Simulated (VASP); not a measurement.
# BaS: the band gap, functional by functional, part 2 of 3

Aim: the gap of BaS on one structure at many levels of theory. The starting structure is a measured crystal structure from the Crystallography Open Database. Cell and atoms stay as given. Meshes and data sets differ where the inputs say so.

VASP 6.6.1.

Results so far: LDA 1.902 eV; PBE 2.107 eV; r2SCAN 2.463 eV.

## 5. Bands with TB-mBJ

Level of this step: TB-mBJ; plane waves and PAW (Ba_sv, S) (VASP).

TB-mBJ is a local potential fitted to gaps: it costs far less than a hybrid but gives no energy. Its energies, forces and stress mean nothing.

The input, INCAR:

```
SYSTEM = BaS
PREC = Accurate
ENCUT = 350
EDIFF = 1E-06
NELM = 150
ISMEAR = 0
SIGMA = 0.03
LREAL = .FALSE.
ALGO = Normal
METAGGA = MBJ
LASPH = .TRUE.
NBANDS = 20
LORBIT = 11
LWAVE = .FALSE.
LCHARG = .FALSE.
KPAR = 4
```

The input, POSCAR:

```
BaS
1.0
    0.0000000000      3.1937500000      3.1937500000
    3.1937500000      0.0000000000      3.1937500000
    3.1937500000      3.1937500000      0.0000000000
Ba S
1 1
Direct
    0.0000000000      0.0000000000      0.0000000000
    0.5000000000      0.5000000000      0.5000000000
```

The input, KPOINTS:

```
Automatic mesh
0
Gamma
6 6 6
0 0 0
```

The input, KPOINTS_OPT:

```
Line mode
10
Line-mode
Reciprocal
  0.00000000   0.00000000   0.00000000 GAMMA
  0.50000000   0.00000000   0.50000000 X

  0.50000000   0.00000000   0.50000000 X
  0.50000000   0.25000000   0.75000000 W

  0.50000000   0.25000000   0.75000000 W
  0.37500000   0.37500000   0.75000000 K

  0.37500000   0.37500000   0.75000000 K
  0.00000000   0.00000000   0.00000000 GAMMA

  0.00000000   0.00000000   0.00000000 GAMMA
  0.50000000   0.50000000   0.50000000 L

  0.50000000   0.50000000   0.50000000 L
  0.62500000   0.25000000   0.62500000 U

  0.62500000   0.25000000   0.62500000 U
  0.50000000   0.25000000   0.75000000 W

  0.50000000   0.25000000   0.75000000 W
  0.50000000   0.50000000   0.50000000 L

  0.50000000   0.50000000   0.50000000 L
  0.37500000   0.37500000   0.75000000 K

  0.62500000   0.25000000   0.62500000 U
  0.50000000   0.00000000   0.50000000 X
```

PAW data sets: Ba_sv and S (PBE family, release 64).

Run with:

```sh
$ mpirun -np 4 vasp_std
```

The log of the run:

```text
[banner, memory and clock lines left out]
running    4 mpi-ranks, on    1 nodes
[...]
[... a notice as in an earlier step ...]

 LDA part: xc-table for (None), standard interpolation
 POSCAR, INCAR and KPOINTS ok, starting setup
[...]
entering main loop
       N       E                     dE             d eps       ncg     rms          rms(c)
DAV:   1     0.492632644189E+03    0.49263E+03   -0.51737E+03   640   0.508E+02
DAV:   2     0.422993983002E+03   -0.69639E+02   -0.64133E+02   856   0.129E+02
DAV:   3     0.419696297429E+03   -0.32977E+01   -0.32686E+01   788   0.258E+01
DAV:   4     0.419652576453E+03   -0.43721E-01   -0.43697E-01   820   0.307E+00
[...]
DAV:   8     0.418656509617E+03   -0.45087E+00   -0.56534E-01   712   0.368E+00    0.105E+01
DAV:   9     0.418099968636E+03   -0.55654E+00   -0.78422E-01   732   0.437E+00    0.107E+01
DAV:  10     0.418212663239E+03    0.11269E+00   -0.13197E-01   796   0.204E+00    0.119E+01
[... 130 further cycles ...]
[...]
|                                                                             |

   1 F= 0.56998283E+03 E0= 0.56999291E+03  d E =-.201666E-01
 Start KPOINTS_OPT (optional k-point list driver)
k-point batch [1-16\100]
       N       E                     dE             ncg
DAV:   1     0.659230851014E+04    0.19873E+04      872
DAV:   2     0.483423769408E+04   -0.17581E+04     1032
DAV:   3     0.467113959346E+04   -0.16310E+03     1184
DAV:   4     0.466376649798E+04   -0.73731E+01     1008
[...]
DAV:   8     0.466328703028E+04   -0.46398E-04     1040
DAV:   9     0.466328702590E+04   -0.43838E-05      992
DAV:  10     0.466328702553E+04   -0.36796E-06      704
[...]
k-point batch [97-100\100]
       N       E                     dE             ncg
DAV:   1     0.658834116375E+04   -0.65258E+02      188
DAV:   2     0.612119188117E+04   -0.46715E+03      264
DAV:   3     0.607975789426E+04   -0.41434E+02      312
DAV:   4     0.607854656752E+04   -0.12113E+01      240
DAV:   5     0.607844358371E+04   -0.10298E+00      304
DAV:   6     0.607844181622E+04   -0.17675E-02      264
DAV:   7     0.607844170626E+04   -0.10996E-03      312
DAV:   8     0.607844170492E+04   -0.13458E-05      248
DAV:   9     0.607844170484E+04   -0.72022E-07      224
```

Wall time 1.9 min (4 MPI ranks of Intel Xeon Platinum 8259CL at 2.50GHz (Skylake/Cascade Lake), shared host); peak memory 0.63 GiB.

OUTCAR, selected parts (step 5):

```text
  Total      250.6810140    250.6810140    250.6810140     -0.0000000     -0.0000000     -0.0000000
  in kB     6164.5201572   6164.5201572   6164.5201572     -0.0000000     -0.0000000     -0.0000000
  external PRESSURE =    6164.5201572 kB  Pullay stress =       0.0000000 kB

 POSITION                                       TOTAL-FORCE (eV/Angst)
 -----------------------------------------------------------------------------------
      0.00000      0.00000      0.00000        -0.000000     -0.000000     -0.000000
      3.19375      3.19375      3.19375         0.000000      0.000000      0.000000
 -----------------------------------------------------------------------------------
    total drift:                                0.000000      0.000000      0.000000

  FREE ENERGIE OF THE ION-ELECTRON SYSTEM (eV)
  ---------------------------------------------------
  free  energy   TOTEN  =       569.9828305180 eV

  energy  without entropy=      570.0029971522  energy(sigma->0) =      569.99291384

[... 2 parts as in an earlier step ...]

[... 1 further part left out ...]
[key lines of the parts left out:]
E-fermi :  28.6435
```

The log as kept lacks single lines of electronic cycles.

The electronic loop didn't reach EDIFF within its 150 cycles (NELM).

## 6. Bands with LDA + spin-orbit coupling

Spin-orbit coupling is switched on in this step.

The input, INCAR:

```
SYSTEM = BaS
PREC = Accurate
ENCUT = 350
EDIFF = 1E-06
NELM = 100
ISMEAR = 0
SIGMA = 0.03
LREAL = .FALSE.
ALGO = Normal
GGA = CA
LNONCOLLINEAR = .TRUE.
MAGMOM = 0 0 0 0 0 0
NBANDS = 28
GGA_COMPAT = .FALSE.
LASPH = .TRUE.
LSORBIT = .TRUE.
LORBIT = 11
LWAVE = .FALSE.
LCHARG = .FALSE.
KPAR = 4
```

POSCAR is that of step 5.

KPOINTS is that of step 5.

KPOINTS_OPT is that of step 5.

Potentials, in the order of the species: Ba_sv and S (LDA family, release 64).

Run with:

```sh
$ mpirun -np 4 vasp_ncl
```

The log of the run:

```text
[... set-up lines as in an earlier step ...]
 entering main loop
       N       E                     dE             d eps       ncg     rms          rms(c)
DAV:   1     0.740706470492E+02    0.74071E+02   -0.54374E+03   896   0.733E+02
DAV:   2    -0.703060220993E+01   -0.81101E+02   -0.75578E+02  1240   0.167E+02
DAV:   3    -0.117417861251E+02   -0.47112E+01   -0.46719E+01  1200   0.415E+01
DAV:   4    -0.118911873031E+02   -0.14940E+00   -0.14926E+00  1332   0.639E+00
[...]
DAV:  11    -0.113645240275E+02   -0.47402E-04   -0.87552E-05  1020   0.611E-02    0.254E-02
DAV:  12    -0.113645334964E+02   -0.94689E-05   -0.14027E-05  1024   0.251E-02    0.666E-03
DAV:  13    -0.113645336562E+02   -0.15982E-06   -0.52502E-07   836   0.428E-03
   1 F= -.11364534E+02 E0= -.11364534E+02  d E =-.188298E-22  mag=    -0.0000    -0.0000     0.0000
 Start KPOINTS_OPT (optional k-point list driver)
k-point batch [1-16\100]
       N       E                     dE             ncg
DAV:   1    -0.644979287368E+03   -0.50093E+04      896
DAV:   2    -0.187908938239E+04   -0.12341E+04     1236
DAV:   3    -0.195723034664E+04   -0.78141E+02     1196
DAV:   4    -0.195952252021E+04   -0.22922E+01     1292
DAV:   5    -0.195955587537E+04   -0.33355E-01     1160
DAV:   6    -0.195955671168E+04   -0.83631E-03     1244
DAV:   7    -0.195955674194E+04   -0.30262E-04     1028
DAV:   8    -0.195955674336E+04   -0.14145E-05      808
DAV:   9    -0.195955674341E+04   -0.54829E-07      716
[...]
k-point batch [97-100\100]
       N       E                     dE             ncg
DAV:   1     0.452232502684E+04   -0.18143E+04      224
DAV:   2     0.422079062172E+04   -0.30153E+03      320
DAV:   3     0.420402496348E+04   -0.16766E+02      296
DAV:   4     0.420362685240E+04   -0.39811E+00      344
DAV:   5     0.420362252800E+04   -0.43244E-02      296
DAV:   6     0.420362239657E+04   -0.13143E-03      316
DAV:   7     0.420362239139E+04   -0.51842E-05      268
DAV:   8     0.420362239116E+04   -0.22362E-06      252
```

Elapsed: 38 s, on 4 MPI ranks; peak memory 0.92 GiB.

OUTCAR, selected parts (step 6):

```text
  Total       -0.7482040     -0.7482040     -0.7482040      0.0000000     -0.0000000     -0.0000000
  in kB      -18.3991536    -18.3991536    -18.3991536      0.0000000     -0.0000000     -0.0000000
  external PRESSURE =     -18.3991536 kB  Pullay stress =       0.0000000 kB

 POSITION                                       TOTAL-FORCE (eV/Angst)
 -----------------------------------------------------------------------------------
      0.00000      0.00000      0.00000         0.000000      0.000000      0.000000
      3.19375      3.19375      3.19375        -0.000000     -0.000000     -0.000000
 -----------------------------------------------------------------------------------
    total drift:                                0.000000      0.000000      0.000000

  FREE ENERGIE OF THE ION-ELECTRON SYSTEM (eV)
  ---------------------------------------------------
  free  energy   TOTEN  =       -11.3645336562 eV

  energy  without entropy=      -11.3645336562  energy(sigma->0) =      -11.36453366

 magnetization (x)
# of ion       s       p       d       tot
------------------------------------------
    1        0.000   0.000   0.000   0.000
    2       -0.000   0.000   0.000  -0.000
--------------------------------------------------
tot          0.000   0.000   0.000   0.000

 magnetization (y)
# of ion       s       p       d       tot
------------------------------------------
    1       -0.000   0.000   0.000  -0.000
    2       -0.000   0.000   0.000   0.000
--------------------------------------------------
tot         -0.000   0.000   0.000  -0.000

 magnetization (z)
# of ion       s       p       d       tot
------------------------------------------
    1        0.000   0.000   0.000   0.000
    2        0.000   0.000   0.000   0.000
--------------------------------------------------
tot          0.000   0.000   0.000   0.000

[... 1 part as in an earlier step ...]

[... 2 further parts left out ...]
[key lines of the parts left out:]
E-fermi :   1.4891
```

LDA + spin-orbit coupling gives a least gap of 1.850 eV, and a least direct gap of 1.948 eV. The least gap is -0.052 eV from that of LDA.

## 7. Bands with r2SCAN + spin-orbit coupling

INCAR, as its differences from that of step 6:

```diff
@@ -9,3 +9,4 @@
 ALGO = Normal
-GGA = CA
+METAGGA = R2SCAN
+LASPH = .TRUE.
 LNONCOLLINEAR = .TRUE.
@@ -14,3 +15,2 @@
 GGA_COMPAT = .FALSE.
-LASPH = .TRUE.
 LSORBIT = .TRUE.
```

POSCAR is that of step 6.

KPOINTS is that of step 6.

KPOINTS_OPT is that of step 6.

The projector-augmented-wave data sets are Ba_sv and S (PBE family, release 64).

Run with:

```sh
$ mpirun -np 4 vasp_ncl
```

The log of the run:

```text
[... set-up lines as in an earlier step ...]
 entering main loop
       N       E                     dE             d eps       ncg     rms          rms(c)
DAV:   1     0.463998229490E+02    0.46400E+02   -0.55628E+03   896   0.753E+02
DAV:   2    -0.383996602992E+02   -0.84799E+02   -0.78925E+02  1240   0.173E+02
DAV:   3    -0.434277796442E+02   -0.50281E+01   -0.49806E+01  1200   0.434E+01
DAV:   4    -0.435918873922E+02   -0.16411E+00   -0.16391E+00  1316   0.685E+00
[...]
DAV:  11    -0.393819022157E+02   -0.50645E-04   -0.15274E-04  1020   0.808E-02    0.222E-01
DAV:  12    -0.393820151417E+02   -0.11293E-03   -0.13907E-04   932   0.964E-02    0.661E-02
DAV:  13    -0.393820158156E+02   -0.67383E-06   -0.12173E-06   896   0.104E-02
   1 F= -.39382016E+02 E0= -.39382016E+02  d E =-.934591E-17  mag=     0.0000    -0.0000     0.0000
 Start KPOINTS_OPT (optional k-point list driver)
k-point batch [1-16\100]
       N       E                     dE             ncg
DAV:   1    -0.631729012816E+03   -0.49960E+04      896
DAV:   2    -0.195700837926E+04   -0.13253E+04     1240
DAV:   3    -0.203746129182E+04   -0.80453E+02     1164
DAV:   4    -0.203951242730E+04   -0.20511E+01     1328
DAV:   5    -0.203953736354E+04   -0.24936E-01     1124
DAV:   6    -0.203953789737E+04   -0.53383E-03     1220
DAV:   7    -0.203953791497E+04   -0.17598E-04     1044
DAV:   8    -0.203953791570E+04   -0.73716E-06      804
[...]
k-point batch [97-100\100]
       N       E                     dE             ncg
DAV:   1     0.452518106563E+04   -0.18114E+04      224
DAV:   2     0.420103094733E+04   -0.32415E+03      324
DAV:   3     0.418392357416E+04   -0.17107E+02      272
DAV:   4     0.418355336404E+04   -0.37021E+00      376
DAV:   5     0.418355100763E+04   -0.23564E-02      276
DAV:   6     0.418355095673E+04   -0.50900E-04      324
DAV:   7     0.418355095514E+04   -0.15875E-05      268
DAV:   8     0.418355095508E+04   -0.61359E-07      236
```

Run time: 3 min. Hardware: 4 MPI ranks; peak memory 1.1 GiB; 12 min of CPU time.

Parts of OUTCAR (step 7):

```text
  Total        0.5764327      0.5764327      0.5764327      0.0000000     -0.0000000      0.0000000
  in kB       14.1751098     14.1751098     14.1751098      0.0000000     -0.0000000      0.0000000
  external PRESSURE =      14.1751098 kB  Pullay stress =       0.0000000 kB

 POSITION                                       TOTAL-FORCE (eV/Angst)
 -----------------------------------------------------------------------------------
      0.00000      0.00000      0.00000         0.000000      0.000000      0.000000
      3.19375      3.19375      3.19375         0.000000      0.000000     -0.000000
 -----------------------------------------------------------------------------------
    total drift:                                0.000000      0.000000      0.000000

  FREE ENERGIE OF THE ION-ELECTRON SYSTEM (eV)
  ---------------------------------------------------
  free  energy   TOTEN  =       -39.3820158156 eV

  energy  without entropy=      -39.3820158156  energy(sigma->0) =      -39.38201582

 magnetization (x)
# of ion       s       p       d       tot
------------------------------------------
    1        0.000  -0.000   0.000   0.000
    2        0.000   0.000   0.000   0.000
--------------------------------------------------
tot          0.000   0.000   0.000   0.000

 magnetization (y)
# of ion       s       p       d       tot
------------------------------------------
    1       -0.000   0.000   0.000  -0.000
    2        0.000   0.000   0.000   0.000
--------------------------------------------------
tot          0.000   0.000   0.000   0.000

 magnetization (z)
# of ion       s       p       d       tot
------------------------------------------
    1       -0.000   0.000  -0.000  -0.000
    2       -0.000   0.000   0.000  -0.000
--------------------------------------------------
tot         -0.000   0.000  -0.000  -0.000

[... 2 parts as in an earlier step ...]

[... 1 further part left out ...]
[key lines of the parts left out:]
E-fermi :   1.4332
```

r2SCAN + spin-orbit coupling gives a least gap of 2.412 eV, and a least direct gap of 2.510 eV. The least gap is -0.050 eV from that of r2SCAN.

## 8. Bands with TB-mBJ + spin-orbit coupling

INCAR, as its differences from that of step 7:

```diff
@@ -4,3 +4,3 @@
 EDIFF = 1E-06
-NELM = 100
+NELM = 150
 ISMEAR = 0
@@ -9,3 +9,3 @@
 ALGO = Normal
-METAGGA = R2SCAN
+METAGGA = MBJ
 LASPH = .TRUE.
```

POSCAR is that of step 7.

KPOINTS is that of step 7.

KPOINTS_OPT is that of step 7.

Run with:

```sh
$ mpirun -np 4 vasp_ncl
```

The log of the run:

```text
[... set-up lines as in an earlier step ...]
 entering main loop
       N       E                     dE             d eps       ncg     rms          rms(c)
DAV:   1     0.509308410604E+03    0.50931E+03   -0.54779E+03   896   0.733E+02
DAV:   2     0.424562980539E+03   -0.84745E+02   -0.79431E+02  1260   0.172E+02
DAV:   3     0.419599606618E+03   -0.49634E+01   -0.49117E+01  1196   0.427E+01
DAV:   4     0.419454830662E+03   -0.14478E+00   -0.14448E+00  1288   0.635E+00
[...]
DAV:   8     0.418709069541E+03   -0.14622E+00   -0.32388E-01   988   0.397E+00    0.921E+00
DAV:   9     0.418070774706E+03   -0.63829E+00   -0.12959E+00  1008   0.724E+00    0.702E+00
DAV:  10     0.418485380920E+03    0.41461E+00   -0.17241E+00   908   0.105E+01    0.960E+00
[... 130 further cycles ...]
DAV: 141     0.417998637524E+03   -0.49666E+01   -0.34465E+01   904   0.482E+01    0.781E+01
DAV: 142     0.422303375546E+03    0.43047E+01   -0.30652E+01   900   0.449E+01    0.190E+01
DAV: 143     0.426456831854E+03    0.41535E+01   -0.62615E+01   896   0.831E+01    0.299E+00
[...]
DAV: 150     0.420610506664E+03   -0.20223E+01   -0.37585E+01   912   0.467E+01
 [... a notice as in an earlier step ...]

   1 F= 0.42061051E+03 E0= 0.42061051E+03  d E =-.714793E-28  mag=     0.0000     0.0000    -0.0000
 Start KPOINTS_OPT (optional k-point list driver)
k-point batch [1-16\100]
       N       E                     dE             ncg
DAV:   1     0.322743152979E+03   -0.40416E+04      896
DAV:   2    -0.119980463559E+04   -0.15225E+04     1232
DAV:   3    -0.129028617653E+04   -0.90482E+02     1160
DAV:   4    -0.129220213670E+04   -0.19160E+01     1240
DAV:   5    -0.129222544202E+04   -0.23305E-01     1052
DAV:   6    -0.129222603628E+04   -0.59426E-03     1156
DAV:   7    -0.129222605054E+04   -0.14260E-04     1004
DAV:   8    -0.129222605093E+04   -0.38695E-06      852
[...]
k-point batch [97-100\100]
       N       E                     dE             ncg
DAV:   1     0.476139209452E+04   -0.15752E+04      224
DAV:   3     0.437125271040E+04   -0.18748E+02      252
DAV:   4     0.437084631556E+04   -0.40639E+00      344
DAV:   5     0.437084019237E+04   -0.61232E-02      260
DAV:   6     0.437084007834E+04   -0.11402E-03      312
DAV:   7     0.437084007568E+04   -0.26605E-05      276
DAV:   8     0.437084007563E+04   -0.53565E-07      248
```

Wall time 5.7 min (4 MPI ranks); peak memory 1.2 GiB.

OUTCAR, selected parts (step 8):

```text
  Total       65.2660068     65.2660068     65.2660068      0.0000000      0.0000000     -0.0000000
  in kB     1604.9624500   1604.9624500   1604.9624500      0.0000000      0.0000000     -0.0000000
  external PRESSURE =    1604.9624500 kB  Pullay stress =       0.0000000 kB

 POSITION                                       TOTAL-FORCE (eV/Angst)
 -----------------------------------------------------------------------------------
      0.00000      0.00000      0.00000        -0.000000      0.000000      0.000000
      3.19375      3.19375      3.19375         0.000000     -0.000000     -0.000000
 -----------------------------------------------------------------------------------
    total drift:                               -0.000000      0.000000     -0.000000

  FREE ENERGIE OF THE ION-ELECTRON SYSTEM (eV)
  ---------------------------------------------------
  free  energy   TOTEN  =       420.6105066636 eV

  energy  without entropy=      420.6105066636  energy(sigma->0) =      420.61050666

 magnetization (x)
# of ion       s       p       d       tot
------------------------------------------
    1        0.000   0.000   0.000   0.000
    2        0.000   0.000   0.000   0.000
--------------------------------------------------
tot          0.000   0.000   0.000   0.000

 magnetization (y)
# of ion       s       p       d       tot
------------------------------------------
    1       -0.000   0.000  -0.000  -0.000
    2       -0.000   0.000   0.000  -0.000
--------------------------------------------------
tot         -0.000   0.000  -0.000  -0.000

[... 3 parts as in an earlier step ...]

[... 1 further part left out ...]
[key lines of the parts left out:]
E-fermi :   4.1658
```

The log as kept lacks single lines of electronic cycles.

The electronic loop didn't reach EDIFF within its 150 cycles (NELM).

(Continued in part 3 of 3.)

[Lines on the potential files, build, host, timing and source positions are cut from VASP's logs without a mark.]

[Logs are printed without paths, hosts, clocks, repeated set-up lines and the standing remarks that a program may print on its own settings, such as how far it seeks lower states.]

[Hosts, paths, dates, database ids (printed as entryN), source tags and the programs' standing remarks are cut or masked in the printed files.]
